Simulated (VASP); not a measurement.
Calculation: eigenvalue-self-consistent GW0 on PBE orbitals, VASP's PBE PAW potentials (set 64) (plane waves; VASP 6.6.1).

VASP ran on this input.

File POSCAR:
```
AlSb
1
    0.0000000000     3.0700000000     3.0700000000
    3.0700000000     0.0000000000     3.0700000000
    3.0700000000     3.0700000000     0.0000000000
Al Sb
1 1
Direct
  0.0000000000   0.0000000000   0.0000000000
  0.2500000000   0.2500000000   0.2500000000
```

**KPOINTS**
```
Regular mesh
0
gamma
4 4 4
0 0 0
```

### INCAR
```
# general
SYSTEM      = AlSb
PREC        = Normal
ENCUT       = 350   # plane-wave cut-off (eV)
LREAL       = F   # projection in real space or not
LASPH       = T
NBANDS      = 160

# electronic loop
ALGO        = EVGW0

# smearing
ISMEAR      = 0
SIGMA       = 0.01   # width (eV)

# functional
GGA         = PE   # PBE

# output
LWAVE       = F
LCHARG      = F

# other
NELMGW      = 4
NOMEGA      = 64
ENCUTGW     = 200
NBANDSGW    = 17
LSPECTRALGW = T
```

POTCAR, in this order: Al_GW Sb_d_GW (PBE.64 set). Program: vasp_std. Read from the step before: WAVECAR, WAVEDER.

What VASP printed:

OSZICAR:
```
energies w=
    0.000    0.000    0.548    0.000    1.094    0.000    1.638    0.000
    2.178    0.000    2.714    0.000    3.245    0.000    3.769    0.000
    4.287    0.000    4.799    0.000    5.303    0.000    5.800    0.000
    6.291    0.000    6.774    0.000    7.252    0.000    7.725    0.000
    8.192    0.000    8.655    0.000    9.115    0.000    9.571    0.000
   10.026    0.000   10.480    0.000   10.934    0.000   11.389    0.000
   11.847    0.000   12.307    0.000   12.772    0.000   13.243    0.000
   13.722    0.000   14.209    0.000   14.706    0.000   15.215    0.000
   15.739    0.000   16.279    0.000   16.837    0.000   17.417    0.000
   18.020    0.000   18.652    0.000   19.315    0.000   20.013    0.000
   20.752    0.000   21.539    0.000   22.378    0.000   23.279    0.000
   24.251    0.000   25.306    0.000   26.456    0.000   27.719    0.000
   29.114    0.000   30.668    0.000   32.411    0.000   34.384    0.000
   36.637    0.000   39.240    0.000   42.282    0.000   45.888    0.000
   50.231    0.000   55.564    0.000   62.265    0.000   70.934    0.000
   82.575    0.000   99.007    0.000  123.909    0.000  166.008    0.000
NQ=   1    0.0000    0.0000    0.0000,
 performed        217000 updates of chi_q(r,r)
NQ=   2    0.2500    0.0000    0.0000,
 performed        586000 updates of chi_q(r,r)
NQ=   3    0.5000    0.0000    0.0000,
 performed        912000 updates of chi_q(r,r)
NQ=   4    0.2500    0.2500    0.0000,
 performed       1281000 updates of chi_q(r,r)
NQ=   5    0.5000    0.2500    0.0000,
 performed       1770000 updates of chi_q(r,r)
NQ=   6   -0.2500    0.2500    0.0000,
 performed       2215000 updates of chi_q(r,r)
NQ=   7    0.5000    0.5000    0.0000,
 performed       2508000 updates of chi_q(r,r)
NQ=   8   -0.2500    0.5000    0.2500,
 performed       2866000 updates of chi_q(r,r)
 resolving degeneracies of screened two electron integrals
NQ=   1    0.0000    0.0000    0.0000,
 performed        217000 updates of chi_q(r,r)
NQ=   2    0.2500    0.0000    0.0000,
 performed        586000 updates of chi_q(r,r)
NQ=   3    0.5000    0.0000    0.0000,
 performed        912000 updates of chi_q(r,r)
NQ=   4    0.2500    0.2500    0.0000,
 performed       1281000 updates of chi_q(r,r)
NQ=   5    0.5000    0.2500    0.0000,
 performed       1770000 updates of chi_q(r,r)
NQ=   6   -0.2500    0.2500    0.0000,
 performed       2215000 updates of chi_q(r,r)
NQ=   7    0.5000    0.5000    0.0000,
 performed       2508000 updates of chi_q(r,r)
NQ=   8   -0.2500    0.5000    0.2500,
 performed       2866000 updates of chi_q(r,r)
 resolving degeneracies of screened two electron integrals
NQ=   1    0.0000    0.0000    0.0000,
 performed        217000 updates of chi_q(r,r)
NQ=   2    0.2500    0.0000    0.0000,
 performed        586000 updates of chi_q(r,r)
NQ=   3    0.5000    0.0000    0.0000,
 performed        912000 updates of chi_q(r,r)
NQ=   4    0.2500    0.2500    0.0000,
 performed       1281000 updates of chi_q(r,r)
NQ=   5    0.5000    0.2500    0.0000,
 performed       1770000 updates of chi_q(r,r)
NQ=   6   -0.2500    0.2500    0.0000,
 performed       2215000 updates of chi_q(r,r)
NQ=   7    0.5000    0.5000    0.0000,
 performed       2508000 updates of chi_q(r,r)
NQ=   8   -0.2500    0.5000    0.2500,
 performed       2866000 updates of chi_q(r,r)
 resolving degeneracies of screened two electron integrals
NQ=   1    0.0000    0.0000    0.0000,
 performed        217000 updates of chi_q(r,r)
NQ=   2    0.2500    0.0000    0.0000,
 performed        586000 updates of chi_q(r,r)
NQ=   3    0.5000    0.0000    0.0000,
 performed        912000 updates of chi_q(r,r)
NQ=   4    0.2500    0.2500    0.0000,
 performed       1281000 updates of chi_q(r,r)
NQ=   5    0.5000    0.2500    0.0000,
 performed       1770000 updates of chi_q(r,r)
NQ=   6   -0.2500    0.2500    0.0000,
 performed       2215000 updates of chi_q(r,r)
NQ=   7    0.5000    0.5000    0.0000,
 performed       2508000 updates of chi_q(r,r)
NQ=   8   -0.2500    0.5000    0.2500,
 performed       2866000 updates of chi_q(r,r)
 resolving degeneracies of screened two electron integrals
```

File OUTCAR:
```


 k-point   1 :       0.0000    0.0000    0.0000
  band No. old QP-enery  QP-energies   sigma(KS)   T+V_ion+V_H  V^pw_x(r,r')   Z            occupation Imag(sigma)

      1     -28.3520     -28.4306     -22.4008      -6.0676     -28.9786       0.6759       2.0000       0.3227
      2     -28.3520     -28.4306     -22.4008      -6.0676     -28.9786       0.6759       2.0000       0.3227
      3     -28.3520     -28.4306     -22.4008      -6.0676     -28.9786       0.6759       2.0000       0.3227
      4     -28.3160     -28.3958     -22.3864      -6.0455     -28.9644       0.6890       2.0000       0.3157
      5     -28.3160     -28.3958     -22.3864      -6.0455     -28.9644       0.6890       2.0000       0.3157
      6      -8.0657      -8.0795     -11.6306       3.5441     -17.0512       0.6613       2.0000       0.9720
      7       2.7951       2.7908     -11.8335      14.6231     -12.7188       0.7694       2.0000       0.0709
      8       2.7951       2.7908     -11.8335      14.6231     -12.7188       0.7694       2.0000       0.0709
      9       2.7951       2.7908     -11.8335      14.6231     -12.7188       0.7694       2.0000       0.0709
     10       5.3377       5.3359     -10.3117      15.6469      -6.1896       0.7640       0.0000      -0.1024
     11       6.6532       6.6517      -8.9965      15.6478      -4.8453       0.7517       0.0000      -0.1270
     12       6.6532       6.6517      -8.9965      15.6478      -4.8453       0.7517       0.0000      -0.1270
     13       6.6532       6.6517      -8.9965      15.6478      -4.8453       0.7517       0.0000      -0.1270
     14       9.7981       9.7974      -7.2051      17.0022      -2.2961       0.7631       0.0000      -0.2528
     15      11.3511      11.3504      -8.9508      20.3010      -3.8829       0.7413       0.0000      -0.2916
     16      11.3511      11.3504      -8.9508      20.3010      -3.8829       0.7413       0.0000      -0.2916
     17      12.8295      12.8290      -7.4948      20.3237      -2.1589       0.7505       0.0000      -0.4080

 k-point   2 :       0.2500    0.0000    0.0000
  band No. old QP-enery  QP-energies   sigma(KS)   T+V_ion+V_H  V^pw_x(r,r')   Z            occupation Imag(sigma)

      1     -28.3510     -28.4292     -22.4012      -6.0651     -28.9793       0.6783       2.0000       0.3223
      2     -28.3510     -28.4292     -22.4012      -6.0651     -28.9793       0.6783       2.0000       0.3223
      3     -28.3510     -28.4292     -22.4012      -6.0651     -28.9793       0.6783       2.0000       0.3223
      4     -28.3167     -28.3954     -22.3865      -6.0451     -28.9643       0.6853       2.0000       0.3155
      5     -28.3167     -28.3954     -22.3865      -6.0451     -28.9643       0.6853       2.0000       0.3155
      6      -7.5040      -7.5168     -11.8145       4.2917     -16.9788       0.6771       2.0000       0.9073
      7      -0.5879      -0.5945     -10.9339      10.3370     -12.8833       0.7330       2.0000       0.1643
      8       2.2326       2.2280     -11.5493      13.7759     -12.5726       0.7626       2.0000       0.0774
      9       2.2326       2.2280     -11.5493      13.7759     -12.5726       0.7626       2.0000       0.0774
     10       5.3546       5.3528      -9.3569      14.7091      -5.4171       0.7640       0.0000      -0.1034
     11       7.3411       7.3397      -9.0719      16.4112      -4.7229       0.7479       0.0000      -0.1461
     12       7.3411       7.3397      -9.0719      16.4112      -4.7229       0.7479       0.0000      -0.1461
     13       9.2057       9.2046      -9.8095      19.0137      -4.9711       0.7444       0.0000      -0.2160
     14      10.5345      10.5338      -8.5095      19.0430      -3.5799       0.7471       0.0000      -0.2700
     15      10.5345      10.5338      -8.5095      19.0430      -3.5799       0.7471       0.0000      -0.2700
     16      10.7688      10.7681      -7.1780      17.9459      -2.1180       0.7543       0.0000      -0.2992
     17      13.3477      13.3472      -8.1381      21.4851      -2.6206       0.7467       0.0000      -0.4703

 k-point   3 :       0.5000    0.0000    0.0000
  band No. old QP-enery  QP-energies   sigma(KS)   T+V_ion+V_H  V^pw_x(r,r')   Z            occupation Imag(sigma)

      1     -28.3490     -28.4276     -22.4017      -6.0627     -28.9794       0.6814       2.0000       0.3217
      2     -28.3490     -28.4276     -22.4017      -6.0627     -28.9794       0.6814       2.0000       0.3217
      3     -28.3490     -28.4276     -22.4017      -6.0627     -28.9794       0.6814       2.0000       0.3217
      4     -28.3170     -28.3939     -22.3874      -6.0429     -28.9650       0.6787       2.0000       0.3149
      5     -28.3170     -28.3939     -22.3874      -6.0429     -28.9650       0.6787       2.0000       0.3149
      6      -6.6342      -6.6459     -12.3160       5.6648     -17.0383       0.6902       2.0000       0.7712
      7      -2.7731      -2.7817     -10.2660       7.4806     -13.4012       0.7015       2.0000       0.3501
      8       1.8346       1.8297     -11.4745      13.3026     -12.6665       0.7582       2.0000       0.0856
      9       1.8346       1.8297     -11.4745      13.3026     -12.6665       0.7582       2.0000       0.0856
     10       4.8973       4.8954      -9.2839      14.1787      -5.4782       0.7669       0.0000      -0.0967
     11       7.2469       7.2456      -8.6833      15.9285      -4.3834       0.7532       0.0000      -0.1416
     12       7.2469       7.2456      -8.6833      15.9285      -4.3834       0.7532       0.0000      -0.1416
     13       9.8049       9.8041      -7.1594      16.9633      -2.2189       0.7557       0.0000      -0.2545
     14      12.9930      12.9925      -8.8579      21.8502      -3.0515       0.7319       0.0000      -0.5003
     15      12.9930      12.9925      -8.8579      21.8502      -3.0515       0.7319       0.0000      -0.5003
     16      13.0952      13.0946      -9.0500      22.1444      -3.5401       0.7459       0.0000      -0.4453
     17      14.0659      14.0654      -9.3925      23.4577      -3.7578       0.7442       0.0000      -0.5749

 k-point   4 :       0.2500    0.2500    0.0000
  band No. old QP-enery  QP-energies   sigma(KS)   T+V_ion+V_H  V^pw_x(r,r')   Z            occupation Imag(sigma)

      1     -28.3542     -28.4331     -22.4002      -6.0710     -28.9764       0.6742       2.0000       0.3257
      2     -28.3480     -28.4256     -22.4025      -6.0592     -28.9819       0.6822       2.0000       0.3201
      3     -28.3480     -28.4256     -22.4025      -6.0592     -28.9819       0.6822       2.0000       0.3201
      4     -28.3164     -28.3957     -22.3847      -6.0471     -28.9624       0.6876       2.0000       0.3156
      5     -28.3164     -28.3944     -22.3883      -6.0415     -28.9660       0.6876       2.0000       0.3156
      6      -7.3050      -7.3174     -11.8766       4.5534     -16.9485       0.6824       2.0000       0.8821
      7      -0.4347      -0.4411     -11.2817      10.8383     -13.1328       0.7357       2.0000       0.1541
      8       1.3336       1.3285     -11.1133      12.4401     -12.4117       0.7534       2.0000       0.0946
      9       1.3336       1.3285     -11.1133      12.4401     -12.4117       0.7534       2.0000       0.0946
     10       5.1614       5.1596      -8.4905      13.6496      -4.7160       0.7670       0.0000      -0.1015
     11       6.5640       6.5625      -8.8056      15.3677      -4.6396       0.7619       0.0000      -0.1246
     12       9.1584       9.1573      -9.6865      18.8434      -4.8146       0.7346       0.0000      -0.2218
     13       9.1584       9.1573      -9.6865      18.8434      -4.8146       0.7346       0.0000      -0.2218
     14      10.2129      10.2120      -9.5450      19.7567      -4.5836       0.7502       0.0000      -0.2559
     15      12.1745      12.1739      -8.9314      21.1051      -3.6091       0.7431       0.0000      -0.3795
     16      12.8948      12.8943      -7.9510      20.8451      -2.4694       0.7479       0.0000      -0.4377
     17      14.4896      14.4892      -7.7926      22.2817      -2.1817       0.7464       0.0000      -0.5733

 k-point   5 :       0.5000    0.2500    0.0000
  band No. old QP-enery  QP-energies   sigma(KS)   T+V_ion+V_H  V^pw_x(r,r')   Z            occupation Imag(sigma)

      1     -28.3535     -28.4320     -22.4009      -6.0687     -28.9769       0.6765       2.0000       0.3263
      2     -28.3472     -28.4241     -22.4024      -6.0570     -28.9821       0.6858       2.0000       0.3189
      3     -28.3472     -28.4241     -22.4024      -6.0570     -28.9821       0.6858       2.0000       0.3189
      4     -28.3170     -28.3955     -22.3848      -6.0470     -28.9620       0.6837       2.0000       0.3154
      5     -28.3170     -28.3941     -22.3884      -6.0413     -28.9656       0.6837       2.0000       0.3154
      6      -6.3844      -6.3957     -12.4079       6.0073     -17.0096       0.6970       2.0000       0.7337
      7      -2.3686      -2.3770     -10.6124       8.2319     -13.5489       0.7057       2.0000       0.2999
      8      -0.0060      -0.0119     -10.5141      10.5001     -12.1909       0.7417       2.0000       0.1343
      9       1.0372       1.0318     -11.0941      12.1241     -12.5301       0.7493       2.0000       0.1028
     10       5.3558       5.3541      -8.4580      13.8116      -4.6149       0.7686       0.0000      -0.1040
     11       7.7948       7.7935      -9.1409      16.9340      -4.6745       0.7502       0.0000      -0.1626
     12       8.7604       8.7593      -9.2082      17.9671      -4.4983       0.7449       0.0000      -0.1957
     13       9.3023       9.3014      -9.1760      18.4770      -4.2790       0.7394       0.0000      -0.2321
     14      12.4636      12.4629      -9.0935      21.5562      -3.5024       0.7351       0.0000      -0.4514
     15      13.0371      13.0366      -8.9609      21.9973      -3.2129       0.7332       0.0000      -0.4999
     16      14.0687      14.0682      -8.0284      22.0965      -2.4744       0.7471       0.0000      -0.5098
     17      14.6890      14.6886      -9.7249      24.4134      -3.5685       0.7261       0.0000      -0.6778

 k-point   6 :      -0.2500    0.2500    0.0000
  band No. old QP-enery  QP-energies   sigma(KS)   T+V_ion+V_H  V^pw_x(r,r')   Z            occupation Imag(sigma)

...
```
(Selected blocks of OUTCAR.)

The mesh is coarse and the basis finite, so the quasiparticle values are not converged.

The compound is AlSb in the zinc blende structure. The cell was not relaxed at this level. The k-mesh is coarse (spacing up to 0.44 per Å, 2π included), so the numbers may not be converged in it.
